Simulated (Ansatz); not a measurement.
The calculation used DFT, revPBE, plane waves (420 eV) with PAW, scalar-relativistic (Ansatz). The PAW files were generated under PBE, with cores re-solved for the functional.

An element in the hcp structure gives this curve. The cell is scaled uniformly from the relaxed one, with fractional coordinates and shape fixed. Energies are extrapolated to zero smearing, pressures are those at the given smearing. Magnetic state: spin not included.

| V (Å³/atom) | E − E₀ (meV/atom) | P (GPa) |
| --- | --- | --- |
| 16.159 | 142.8 | 23.60 |
| 16.894 | 58.5 | 13.62 |
| 17.628 | 14.1 | 6.04 |
| 18.363 | 0.1 | 0.28 |
| 19.097 | 9.0 | -4.08 |
| 19.832 | 35.4 | -7.36 |
| 20.566 | 74.8 | -9.81 |

(1) Which element is it?
A. germanium
B. gold
C. aluminium
D. tungsten

Answers

(1) B. Its fit is V₀ = 18.41 Å³/atom, B₀ = 123 GPa, B₀′ = 6.0.
